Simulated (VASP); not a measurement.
**A VASP 6.6.1 single-point calculation on AlN**

INCAR

```
LCHARG = .FALSE.
NBANDS = 8
SIGMA = 0.1
PREC = Accurate
ENCUT = 520
ISMEAR = -5
NSW = 0
NELECT = 7.9
IBRION = -1
LASPH = .TRUE.
EDIFF = 1E-7
LREAL = .FALSE.
ISIF = 2
GGA = PE
NELM = 120
LWAVE = .FALSE.
```

KPOINTS

```
KPOINTS created by Atomic Simulation Environment
0
Gamma
10 10 10
0 0 0
```

POSCAR

```
Al N
 1.0000000000000000
     0.0000000000000000    2.1848764208000002    2.1848764208000002
     2.1706747241000000    0.0000000000000000    2.1848764208000002
     2.1706747241000000    2.1848764208000002    0.0000000000000000
 Al  N
   1   1
Cartesian
  0.0000000000000000  0.0000000000000000  0.0000000000000000
  1.0853373620500000  1.0924382104000001  1.0924382104000001
```

The recommended PBE PAW datasets give the neutral cell 8 valence electrons.

Command

```
mpirun -np 1 vasp_std
```

**Question.** Predict the outcome of this run.

**Answer.** It converged. Results: pressure -1.6 GPa.

OSZICAR

```
N       E                     dE             d eps       ncg     rms          rms(c)
DAV:   1     0.744341685952E+01    0.74434E+01   -0.34343E+03  1744   0.700E+02
DAV:   2    -0.170464683059E+02   -0.24490E+02   -0.24484E+02  2112   0.141E+02
DAV:   3    -0.175220277477E+02   -0.47556E+00   -0.47152E+00  1984   0.242E+01
DAV:   4    -0.175234356647E+02   -0.14079E-02   -0.14075E-02  2368   0.122E+00
DAV:   5    -0.175234393794E+02   -0.37147E-05   -0.37179E-05  2072   0.475E-02    0.819E+00
DAV:   6    -0.154423413766E+02    0.20811E+01   -0.11504E+01  1744   0.219E+01    0.282E+00
DAV:   7    -0.154319650426E+02    0.10376E-01   -0.11711E-01  1800   0.333E+00    0.193E+00
DAV:   8    -0.154278979753E+02    0.40671E-02   -0.16801E-02  1768   0.178E+00    0.383E-01
DAV:   9    -0.154276161986E+02    0.28178E-03   -0.83916E-04  2400   0.225E-01    0.197E-01
DAV:  10    -0.154277149333E+02   -0.98735E-04   -0.26427E-04  1808   0.137E-01    0.303E-02
DAV:  11    -0.154277138341E+02    0.10992E-05   -0.73980E-06  2136   0.214E-02    0.143E-02
DAV:  12    -0.154277141290E+02   -0.29487E-06   -0.10221E-06  1808   0.985E-03    0.830E-04
DAV:  13    -0.154277141141E+02    0.14875E-07   -0.28910E-08  1168   0.135E-03
   1 F= -.15427714E+02 E0= -.15427714E+02  d E =0.000000E+00
```

The cell is charged and sits in a uniform background.

For comparison, a separate PBE run of the intended cell, on usual settings and not on those above, gives a gap of 3.28 eV on its mesh and a pressure of 5.7 GPa.
